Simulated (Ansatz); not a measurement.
MgF2 (rutile), relaxed with r2SCAN in Ansatz 0.2.0: space group P4_2/mnm (No. 136), tetragonal; conventional cell a = 4.622 Å, c = 3.046 Å, 10.85 Å³ an atom. Around Mg lie 6 F at 1.98–1.99 Å; around F lie 3 Mg at 1.98–1.99 Å. It was then strained (uniaxial along z, other directions held), atoms relaxed again within the symmetry left. Unstrained, HSE06 gives 9.471 eV (Γ, 4×4×6 mesh), and the band edges keep their places in every row. Stress is positive in compression. The values are computed, spin-unpolarised, and not measurements.

Axes as in this cell:
```yaml
crystal:
  lattice:
    - [4.62202, 0.00000, 0.00000]
    - [0.00000, 4.62202, 0.00000]
    - [0.00000, 0.00000, 3.04611]
  atoms:
    - { symbol: Mg, position: [0.00000, 0.00000, 0.00000] }
    - { symbol: Mg, position: [0.50000, 0.50000, 0.50000] }
    - { symbol: F, position: [0.30295, 0.30295, 0.00000] }
    - { symbol: F, position: [0.19705, 0.80295, 0.50000] }
    - { symbol: F, position: [0.80295, 0.19705, 0.50000] }
    - { symbol: F, position: [0.69705, 0.69705, 0.00000] }
```

```csv
strain (%),ε,"ΔE_g, HSE06 (eV)","Δσ_zz, r2SCAN (GPa)","Δ(mean ε∞, r2SCAN)"
-4.0,-0.0400,+0.352,+9.26,+0.01
-3.0,-0.0300,+0.264,+6.76,+0.01
-2.0,-0.0200,+0.175,+4.39,0.00
-1.0,-0.0100,+0.087,+2.14,0.00
+2.0,+0.0200,-0.173,-3.95,0.00
+3.0,+0.0300,-0.258,-5.76,0.00
+4.0,+0.0400,-0.342,-7.47,0.00
```

Fit ΔE_g = a x + b x² to these rows by least squares, with x = ε.
The normal equations take Σx² = 5.900e-03, Σx³ = -1.000e-06, Σx⁴ = 7.070e-06, ΣxΔE = -5.125e-02 and Σx²ΔE = 3.090e-05, and give a = -8.69 eV, b = +3.1 eV; the largest residual is 0.001 eV.

Fit the change of σ_zz in the same way.
Δσ_zz = -208.9 x + (558) x² GPa. The slope, 209 GPa, is C₃₃ in these axes.

Predict the withheld row at +1.0 % (x = +0.0100).
ΔE_g ≈ -8.69 × (+0.0100) + (3.1) × (+0.0100)² = -0.087 eV, and Δσ_zz ≈ -2.03 GPa. The runs give -0.087 eV and -2.03 GPa, off by 0.000 eV and 0.00 GPa.

Fit the last column too (unstrained value 1.95), and predict it for the withheld row.
Δ = -0.12 x + (3.5) x², which gives 0.00 at x = +0.0100; the run gives +0.00.

For a response run the program warns that the ground state's bands aren't all converged, so ε∞ carries an extra error.
